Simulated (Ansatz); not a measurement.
# fcc Cu(100) / fcc Pt(100) interface: specific resistance

How much resistance does one fcc Cu(100) / fcc Pt(100) interface add to a current across the layers?

Calculated with Ansatz 0.2.0; Ansatz plane-wave DFT, PBE, PAW files; ballistic transport by layer matching (Landauer), zero bias; PAW set soft_1, in the first sound run; inputs show where later runs differ.

Most raw output is cut from this account.

## (1) Set-up

The cell holds 20 atoms: 10 Cu and 10 Pt. Cell: a = 2.665 Å, b = 2.665 Å, c = 37.871 Å, α = 90.0°, β = 90.0°, γ = 90.0°. It derives from Cu and Pt. Regions: Cu, 10 atoms (10 Cu); Pt, 10 atoms (10 Pt). The structure's axis is c.

## (2) Transmission: PBE

Both metals share one in-plane lattice, the mean of the two, each at its own atomic volume. The two leads are named in the middle of each metal, so that only one of the cell's two interfaces is crossed. The mesh across the current, 46×46, is finer than the density's, because channels open and close sharply across the zone. Energies from -0.27 to 0.27 eV in steps of 0.036 eV cover the slope of the Fermi function at 300 K, so the program can form a conductance.

input.yaml reads:

```yaml
crystal:
  lattice:
    - [2.6646470521, 0.0, 0.0]
    - [0.0, 2.6646470521, 0.0]
    - [0.0, 0.0, 37.871183144]
  atoms:
    - { symbol: Cu, position: [0.0, 0.0, 0.0264053013] }
    - { symbol: Cu, position: [0.5, 0.5, 0.0703252919] }
    - { symbol: Cu, position: [0.0, 0.0, 0.1142452826] }
    - { symbol: Cu, position: [0.5, 0.5, 0.1581652732] }
    - { symbol: Cu, position: [0.0, 0.0, 0.2020852639] }
    - { symbol: Cu, position: [0.5, 0.5, 0.2460052546] }
    - { symbol: Cu, position: [0.0, 0.0, 0.2899252452] }
    - { symbol: Cu, position: [0.5, 0.5, 0.3338452359] }
    - { symbol: Cu, position: [0.0, 0.0, 0.3777652266] }
    - { symbol: Cu, position: [0.5, 0.5, 0.4216852172] }
    - { symbol: Pt, position: [0.0, 0.0, 0.4716852172] }
    - { symbol: Pt, position: [0.5, 0.5, 0.5277652266] }
    - { symbol: Pt, position: [0.0, 0.0, 0.5838452359] }
    - { symbol: Pt, position: [0.5, 0.5, 0.6399252452] }
    - { symbol: Pt, position: [0.0, 0.0, 0.6960052546] }
    - { symbol: Pt, position: [0.5, 0.5, 0.7520852639] }
    - { symbol: Pt, position: [0.0, 0.0, 0.8081652732] }
    - { symbol: Pt, position: [0.5, 0.5, 0.8642452826] }
    - { symbol: Pt, position: [0.0, 0.0, 0.9203252919] }
    - { symbol: Pt, position: [0.5, 0.5, 0.9764053013] }
kpoints:
  mp_grid: { grid: [14, 14, 1] }
hamiltonian:
  xc: pbe
  pseudopotentials: { kind: paw, azcp: { folder: soft_1 } }
scf:
  occupations: { method: fermi_dirac, width: 0.1 }
output:
  transmission:
    leads: [[4, 5], [14, 15]]
    kmesh: [46, 46]
    e_range: [-0.27, 0.27]
    de: 0.036
  write_potential: true
  write_density: true
  volumetric_format: npy
  elf: true
```

Run with:

```bash
$ ansatz run input.yaml --threads 4 --pin off --max-ram 15360MiB --backend cpu --events-out ev --progress --plain --runs-dir out
```

Run time: 4.7 min. Hardware: 4 threads of Arm Neoverse V1, shared host; peak memory 2.3 GiB; 16 min of CPU time.

Numbers from this step:

| Quantity | Value |
| --- | --- |
| free energy | -191498.8171 eV |
| energy at zero smearing | -191498.5274 eV |
| Fermi energy | 20.24 eV |
| cell area | 7.100 Å² |
| step of the lead's potential | 4.8 meV |
| ballistic conductance of the lead | 1.09e15 S/m² |
| estimated errors of the lead's conductance | 0, 2.2, 0 % (band edges, k-mesh, distance from neutral) |
| lead conductance per cell | 0.9975 G₀ |
| step of the upper lead's potential | 0.9 meV |
| ballistic conductance of the upper lead | 1.91e15 S/m² |
| conductance of the junction | 8.02e14 S/m² |
| junction conductance per cell | 0.7353 G₀ |
| estimated errors of the junction's conductance | 0.1, 0, 2.6, 0.9, 0.6 % (energy step, band edges, k-mesh, leads' steps, distance from neutral) |
| area resistance that the stack adds (contact term taken off, spin by spin) | 0.5255 fΩ m² |

Per spin. The transmission, zone mean by energy, zero at the Fermi level:

```tsv
energy (eV)	transmission, zone mean
-0.270	0.781
-0.234	0.768
-0.198	0.773
-0.162	0.772
-0.126	0.777
-0.090	0.763
-0.054	0.749
-0.018	0.741
0.018	0.735
0.054	0.713
0.090	0.703
0.126	0.692
0.162	0.663
0.198	0.643
0.234	0.637
0.270	0.643
```

Per spin. Open channels, zone mean against energy, zero at the Fermi level:

```tsv
energy (eV)	lead	upper lead
-0.270	0.970	2.24
-0.234	0.963	2.20
-0.198	0.970	2.13
-0.162	0.974	2.10
-0.126	0.983	1.99
-0.090	1.00	1.93
-0.054	1.00	1.85
-0.018	0.995	1.78
0.018	0.995	1.75
0.054	0.999	1.64
0.090	1.00	1.50
0.126	1.00	1.49
0.162	1.00	1.30
0.198	1.01	1.15
0.234	1.01	1.05
0.270	1.03	0.988
```

Transmission over k1 and k2. At -0.0180 eV from the Fermi level (the log's summary may quote the solved energy on the other side of it).

Values, 12 rows by 16 columns, each cell a mean:
```
0.000 0.058 0.634 0.573 0.626 0.676 0.586 0.300 0.123 0.534 0.670 0.655 0.580 0.623 0.270 0.000
0.346 0.399 0.662 0.714 0.715 0.709 0.793 0.879 0.856 0.867 0.706 0.714 0.714 0.719 0.401 0.521
0.549 0.449 0.904 0.983 0.982 0.982 0.984 0.987 0.987 0.986 0.982 0.982 0.982 0.986 0.490 0.575
0.721 0.475 0.899 0.982 0.982 0.981 0.982 0.980 0.979 0.982 0.981 0.982 0.982 0.983 0.506 0.669
0.541 0.552 0.905 0.983 0.984 0.979 0.973 0.954 0.951 0.968 0.977 0.983 0.985 0.974 0.602 0.590
0.097 0.413 0.929 0.987 0.984 0.974 0.949 0.845 0.821 0.923 0.969 0.981 0.988 0.970 0.587 0.224
0.146 0.555 0.937 0.987 0.985 0.975 0.955 0.875 0.855 0.932 0.971 0.982 0.988 0.971 0.677 0.333
0.686 0.484 0.890 0.982 0.984 0.979 0.976 0.966 0.963 0.973 0.978 0.982 0.984 0.976 0.516 0.662
0.685 0.470 0.902 0.982 0.982 0.982 0.984 0.983 0.982 0.984 0.983 0.982 0.982 0.984 0.504 0.643
0.496 0.459 0.904 0.983 0.983 0.981 0.981 0.985 0.985 0.982 0.981 0.982 0.983 0.987 0.494 0.579
0.238 0.270 0.610 0.610 0.620 0.621 0.709 0.701 0.613 0.791 0.617 0.623 0.612 0.636 0.330 0.364
0.000 0.057 0.462 0.550 0.659 0.722 0.521 0.223 0.111 0.396 0.707 0.696 0.584 0.493 0.207 0.000
```
Columns: k1 (b1) from -0.5 to 0.478; rows upwards: k2 (b2) from -0.5 to 0.478.

Open channels over k1 and k2. At -0.0180 eV from the Fermi level (the log's summary may quote the solved energy on the other side of it).

Ten even steps from '0' (0.00) to '9' (2.00), each cell a mean:
```
002455556777551034677755445310
035555555555454554545545445442
144444444445444444444445445444
555555555555454554545445445444
844444444444444444445445445444
855555555545454554545445445445
965545555545454554545445445448
965545444444454554445445445448
665555555545454554545445445456
065555555555454554545445445463
005445555555454554545445445430
035555555555454554545445445451
065455555555454554545445445463
965545555455454554544445445448
965545555455454554544445445448
965555555455454554545445445447
855555555555454554555445445444
845545555545454554544445445444
255555555545454554545445445444
145555555555454554545445445443
025555555555674257545445445440
000126778999400000799977742100
```
Columns: k1 (b1) from -0.5 to 0.478; rows upwards: k2 (b2) from -0.5 to 0.478.

ELF in the ca plane at fractional y = 0.000, with atoms of Cu and Pt within 0.2 Å of it. It is the smooth field of the valence electrons, not physical close to the nuclei.

Values, 5 rows by 16 columns, each cell a mean:
```
0.23 0.18 0.27 0.21 0.20 0.28 0.18 0.24 0.46 0.52 0.22 0.18 0.39 0.55 0.27 0.17
0.26 0.23 0.18 0.25 0.25 0.17 0.23 0.24 0.31 0.32 0.24 0.25 0.27 0.35 0.24 0.26
0.25 0.27 0.22 0.27 0.27 0.22 0.26 0.23 0.29 0.27 0.26 0.28 0.25 0.28 0.25 0.28
0.25 0.20 0.16 0.24 0.23 0.16 0.20 0.24 0.37 0.39 0.23 0.23 0.30 0.43 0.25 0.23
0.22 0.18 0.40 0.20 0.19 0.42 0.17 0.23 0.49 0.55 0.21 0.16 0.42 0.57 0.28 0.15
```
Columns run along c (16.0 Å, from fractional 0.24 to 0.66 of the cell), rows up along a (2.7 Å). Atoms in or near the plane, at fractional coordinates: Cu at (0.29, 0.00), Cu at (0.38, 0.00), Pt at (0.47, 0.00), Pt at (0.58, 0.00).

Valence density in the ca plane at fractional y = 0.000, with atoms of Cu and Pt within 0.2 Å of it. It is the smooth field of the valence electrons, not physical close to the nuclei.

Ten steps, logarithmic in the rise over the least value, from '0' (0 e/Å³) to '9' (59 e/Å³), each cell a mean:
```
00003785100003786200002466420000003565310000
00001342000001343000001344310000001344200000
00000110000000010000000122100000000122100000
00000000000000000000000000000000000000000000
00000000000000000000000011000000000111000000
00000221000000221000000233210000001233100000
00002674100002675100001455410000002455310000
00004896200003897200002566520000013566410000
```
Columns run along c (16.0 Å, from fractional 0.24 to 0.66 of the cell), rows up along a (2.7 Å). Atoms in or near the plane, at fractional coordinates: Cu at (0.29, 0.00), Cu at (0.38, 0.00), Pt at (0.47, 0.00), Pt at (0.58, 0.00).

Electrostatic potential energy in the ca plane at fractional y = 0.000, with atoms of Cu and Pt within 0.2 Å of it. With pseudopotentials it is smooth inside the atoms' cores, unlike the true potential.

Ten even steps from '0' (-52 eV) to '9' (23 eV), each cell a mean:
```
99995102799995102799997200269999995100489999
99997546899998545899998522589999997323699999
99999888999999888999999876899999999767899999
99999999999999999999999999999999999999999999
99999999999999999999999988999999999888999999
99998657999998667999999644689999998534799999
99996214899996213799997300379999996201589999
99984002699995001699997100169999984000389999
```
Columns run along c (16.0 Å, from fractional 0.24 to 0.66 of the cell; values clipped at the 3rd and 97th percentile), rows up along a (2.7 Å). Atoms in or near the plane, at fractional coordinates: Cu at (0.29, 0.00), Cu at (0.38, 0.00), Pt at (0.47, 0.00), Pt at (0.58, 0.00).

The larger of the two leads' potential steps is 4.8 meV from period to period, small in itself. The program estimates the junction's conductance to 2.6 % from the k-mesh, 0.6 % from the leads' distance from neutral and 0.9 % from their steps.

## (3) Resistance: PBE

This step: Ansatz plane-wave DFT, PBE, PAW files; ballistic transport by layer matching (Landauer), zero bias; specific resistance of one interface, 1/T less the mean of the leads' 1/N; PAW set soft_1 (Ansatz 0.2.0).

Numbers from this step:

```yaml
area_resistance: 0.5274 fΩ m²
t_over_the_leads_mean_channel_count: 0.5337
twice_the_interface_resistance_2ar_or_2ar_star_for_magnets: 1.055 fΩ m²
```

Twice the interface resistance is 1.05 fΩ m² here.

By hand, with T and the leads' channels N averaged over the energies near the Fermi level: RA = A (h/2e²)(1/T − ½[1/N₁ + 1/N₂]) = 7.100×10⁻²⁰ m² × 12 906 Ω × (1/0.7344 − ½[1/0.9976 + 1/1.754]) = 0.527 fΩ m².

## (4) Transmission: PBE, coarse mesh, least span asked of the mesh across the current 40 Å

The same cell on a mesh a third as fine shows what a quick run would give. To save time only the energies from -0.06 to 0.06 eV are solved. The mesh is 16×16 and the cutoff, the files' own for this level, 420 eV.

This step: Ansatz plane-wave DFT, PBE, PAW files; ballistic transport by layer matching (Landauer), zero bias; PAW set soft_1 (Ansatz 0.2.0).

input.yaml: that of step 2 with these lines changed.

```diff
@@ -36,5 +36,5 @@
     leads: [[4, 5], [14, 15]]
-    kmesh: [46, 46]
-    e_range: [-0.27, 0.27]
-    de: 0.036
+    kmesh: [16, 16]
+    e_range: [-0.06, 0.06]
+    de: 0.04
   write_potential: true
@@ -42,2 +42 @@
   volumetric_format: npy
-  elf: true
```

The job ended after 73 s (4 threads; peak memory 2.3 GiB).

The run finished; it serves as a test, and its numbers are not taken as the result.

## (5) Resistance: PBE, coarse mesh

This step: Ansatz plane-wave DFT, PBE, PAW files; ballistic transport by layer matching (Landauer), zero bias; specific resistance of one interface, 1/T less the mean of the leads' 1/N; PAW set soft_1 (Ansatz 0.2.0).

Numbers from this step:

* area resistance: 0.4719 fΩ m²
* T over the leads' mean channel count: 0.5439
* twice the interface resistance (2AR, or 2AR* for magnets): 0.9438 fΩ m²

Twice the interface resistance is 0.944 fΩ m² here, against 1.05 in the first run; 54.4 % of the two leads' mean channel count pass, 53.4 % before.

## (6) Transmission: LDA

The functional changes to LDA at the same atoms, which shifts d bands against the Fermi level. To save time only the energies from -0.06 to 0.06 eV are solved. The mesh is 46×46 and the cutoff, the files' own for this level, 420 eV.

This step: Ansatz plane-wave DFT, LDA, PAW files; ballistic transport by layer matching (Landauer), zero bias; PAW set soft_1 (Ansatz 0.2.0).

input.yaml: that of step 4 with these lines changed.

```diff
@@ -29,4 +29,4 @@
 hamiltonian:
-  xc: pbe
-  pseudopotentials: { kind: paw, azcp: { folder: soft_1 } }
+  xc: lda
+  pseudopotentials: { kind: paw, azcp: { folder: soft_1 }, xc_functional: pbe }
 scf:
@@ -36,3 +36,3 @@
     leads: [[4, 5], [14, 15]]
-    kmesh: [16, 16]
+    kmesh: [46, 46]
     e_range: [-0.06, 0.06]
```

Run time: 2 min. Hardware: 4 threads; peak memory 2.3 GiB.

This step gave:

```yaml
free_energy: -188019.6363 eV
energy_at_zero_smearing: -188019.3456 eV
fermi_energy: 19.84 eV
step_of_the_upper_lead_s_potential: 0.6 meV
```

Per spin. Table of transmission, zone mean by energy, zero at the Fermi level:

```tsv
energy (eV)	transmission, zone mean
-0.0600	0.750
-0.0200	0.740
0.0200	0.735
0.0600	0.712
```

Over the solved energies the transmission per spin lies between 0.712 and 0.750, out of 1.00 channels of the lead on average (up to 1.00).

## (7) Resistance: LDA

This step: Ansatz plane-wave DFT, LDA, PAW files; ballistic transport by layer matching (Landauer), zero bias; specific resistance of one interface, 1/T less the mean of the leads' 1/N; PAW set soft_1 (Ansatz 0.2.0).

This step gave:

| Quantity | Value |
| --- | --- |
| area resistance | 0.5284 fΩ m² |
| T over the leads' mean channel count | 0.5338 |
| twice the interface resistance (2AR, or 2AR* for magnets) | 1.057 fΩ m² |

Twice the interface resistance is 1.06 fΩ m² here, against 1.05 in the first run; 53.4 % of the two leads' mean channel count pass, 53.4 % before.

## (8) Transmission: r2SCAN, cutoff 500 eV

The same with r2SCAN, the dearer rung. To save time only the energies from -0.06 to 0.06 eV are solved. The mesh is 46×46 and the cutoff, the files' own for this level, 500 eV.

This step: Ansatz plane-wave DFT, r2SCAN, PAW files; ballistic transport by layer matching (Landauer), zero bias; PAW set soft_1 (Ansatz 0.2.0).

input.yaml: that of step 6 with these lines changed.

```diff
@@ -29,4 +29,4 @@
 hamiltonian:
-  xc: lda
-  pseudopotentials: { kind: paw, azcp: { folder: soft_1 }, xc_functional: pbe }
+  xc: r2scan
+  pseudopotentials: { kind: paw, azcp: { folder: soft_1 } }
 scf:
```

It took 3.7 min on 4 threads; peak memory 3.1 GiB.

Numbers from this step:

```
free energy                        : -191695.1555 eV
energy at zero smearing            : -191694.8792 eV
Fermi energy                       : 19.99 eV
step of the lead's potential       : 5.3 meV
step of the upper lead's potential : 1.9 meV
```

Per spin. The transmission, zone mean by energy, zero at the Fermi level:

```tsv
energy (eV)	transmission, zone mean
-0.0600	0.744
-0.0200	0.735
0.0200	0.722
0.0600	0.703
```

Over the solved energies the transmission per spin lies between 0.703 and 0.744, out of 0.993 channels of the lead on average (up to 0.999).

## (9) Resistance: r2SCAN

This step: Ansatz plane-wave DFT, r2SCAN, PAW files; ballistic transport by layer matching (Landauer), zero bias; specific resistance of one interface, 1/T less the mean of the leads' 1/N; PAW set soft_1 (Ansatz 0.2.0).

Numbers from this step:

```
area resistance                                           : 0.5354 fΩ m²
T over the leads' mean channel count                      : 0.5346
twice the interface resistance (2AR, or 2AR* for magnets) : 1.071 fΩ m²
```

Twice the interface resistance is 1.07 fΩ m² here, against 1.05 in the first run; 53.5 % of the two leads' mean channel count pass, 53.4 % before.

[end of part 1 of 2]

[Logs are printed without paths, hosts, clocks, repeated set-up lines and the standing remarks that a program may print on its own settings, such as how far it seeks lower states.]

[Hosts, paths, dates, database ids (printed as entryN), source tags and the programs' standing remarks are cut or masked in the printed files.]
